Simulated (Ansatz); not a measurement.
# MgF2 with an F vacancy: gradients before and after relaxing the atoms

Start: a supercell of MgF2 (rutile type, P4_2/mnm) built from a COD entry, with all atoms left at the host's positions.

Space group Pmm2 (No. 25); a = 6.5407, b = 9.1560, c = 6.5407 Å.

| site | Wyckoff | site symmetry | x | y | z |
| --- | --- | --- | --- | --- | --- |
| Mg1 | 1a | mm2 | 0.0000 | 0.0000 | 0.0000 |
| Mg2 | 2g | m.. | 0.0000 | 0.3333 | 0.0000 |
| Mg4 | 1c | mm2 | 0.5000 | 0.0000 | 0.5000 |
| Mg5 | 2h | m.. | 0.5000 | 0.3333 | 0.5000 |
| Mg7 | 2g | m.. | 0.0000 | 0.1667 | 0.5000 |
| Mg8 | 1b | mm2 | 0.0000 | 0.5000 | 0.5000 |
| Mg10 | 2h | m.. | 0.5000 | 0.1667 | 0.0000 |
| Mg11 | 1d | mm2 | 0.5000 | 0.5000 | 0.0000 |
| F13 | 2g | m.. | 0.0000 | 0.3333 | 0.3030 |
| F15 | 1c | mm2 | 0.5000 | 0.0000 | 0.8030 |
| F16 | 2h | m.. | 0.5000 | 0.3333 | 0.8030 |
| F18 | 4i | 1 | 0.3030 | 0.1667 | 0.5000 |
| F19 | 2f | .m. | 0.3030 | 0.5000 | 0.5000 |
| F21 | 4i | 1 | 0.8030 | 0.1667 | 0.0000 |
| F22 | 2f | .m. | 0.8030 | 0.5000 | 0.0000 |
| F24 | 1a | mm2 | 0.0000 | 0.0000 | 0.6970 |
| F25 | 2g | m.. | 0.0000 | 0.3333 | 0.6970 |
| F27 | 1c | mm2 | 0.5000 | 0.0000 | 0.1970 |
| F28 | 2h | m.. | 0.5000 | 0.3333 | 0.1970 |

One atom of each set is listed; the run and its k-mesh use a cell of 35 atoms with edges of 6.54, 6.54, 9.16 Å.

All values are calculated (Ansatz; DFT, PBE, plane waves and PAW, scalar-relativistic, 420 eV cutoff, Γ-centred 3×3×2 k-points, Fermi–Dirac smearing 0.01 eV, cell charge +1), not measured.

The largest force at the start is 2.5 eV/Å. Relaxing the ions at fixed cell moves them by 0.298 Å at most (atom 1, Mg) and 0.096 Å rms.

```tsv
site	moved (Å)	first shell before	first shell after	V_zz before (10²¹ V/m²)	η before
Mg1	0.298	5 F at 1.98–2.00 Å	5 F at 1.94–1.95 Å	2.86	0.45
Mg2	0.069	6 F at 1.98–2.00 Å	6 F at 1.95–2.04 Å	0.72	0.14
Mg4	0.017	6 F at 1.98–2.00 Å	6 F at 1.97–2.01 Å	0.83	0.01
Mg7	0.193	5 F at 1.98–2.00 Å	5 F at 1.90–1.96 Å	2.87	0.14
Mg10	0.007	6 F at 1.98–2.00 Å	6 F at 1.98–2.02 Å	-0.62	0.93
F13	0.041	3 Mg at 1.98–2.00 Å	3 Mg at 1.92–1.99 Å	-5.75	0.14
F18	0.075	3 Mg at 1.98–2.00 Å	3 Mg at 1.96–2.05 Å	-5.46	0.70
F21	0.085	3 Mg at 1.98–2.00 Å	3 Mg at 1.95–2.04 Å	-4.50	0.55
F24	0.252	3 Mg at 1.98–2.00 Å	3 Mg at 1.94 Å	7.35	0.87
F27	0.003	3 Mg at 1.98–2.00 Å	3 Mg at 1.97–1.99 Å	-3.66	0.55
```

Problem. How do the gradients change?

Solution. 

| site | V_zz after | η after | change of V_zz |
| --- | --- | --- | --- |
| Mg1 | 2.11 | 0.54 | -0.75 |
| Mg2 | 0.97 | 0.25 | +0.25 |
| Mg4 | 0.64 | 0.89 | -0.19 |
| Mg7 | 2.15 | 0.06 | -0.72 |
| Mg10 | -0.75 | 0.00 | -0.13 |
| F13 | -5.35 | 0.38 | +0.40 |
| F18 | -5.15 | 0.58 | +0.31 |
| F21 | -3.87 | 0.46 | +0.63 |
| F24 | -6.42 | 0.26 | – |
| F27 | -4.73 | 0.40 | -1.07 |

The largest change of V_zz along a kept axis is on F27, from -3.66 to -4.73. The whole tensor moves most on F24, by 3.29 along its most changed direction. In per cent, |V_zz| changes by -26 to +35 on Mg, -14 to +29 on F (all sites that start above 0.5, bar those whose gradient vanishes or changes sign or whose main axis turns by over 40°). Where |V_zz| stays above 0.1 and the axes keep their order, η moves most on Mg10, from 0.93 to 0.00. On F13, Mg2 V_xx and V_yy change places (or their axes turn by over 50°), so the two values of η hide a larger change. On F24 the largest principal value lies along another axis in the second run, so the two V_zz can't be compared directly. The table leaves out 9 of the 19 sites, with |V_zz| up to 5.20; their tensors move by 0.82 at most along any direction. The statements above cover all sites. The host's own positions weren't relaxed first, so part of the change far from the defect can be the host's relaxation.

The defect repeats with the cell of 35 atoms, so it feels its images: sites between two images don't show the values beside a lone defect, and zeros or small values of η there can come from the images' arrangement. F and Mg carry a gradient in the pure host already, so the values there aren't the defect's effect alone. A uniform background compensates the cell's charge.
Before: The neighbours have not yet relaxed around the defect (largest force 2.5 eV/Å), so a real crystal will differ.
After: The cell keeps the host's lattice, where the PBE pressure is 6 GPa (in a charged cell this depends on the convention for the mean potential).
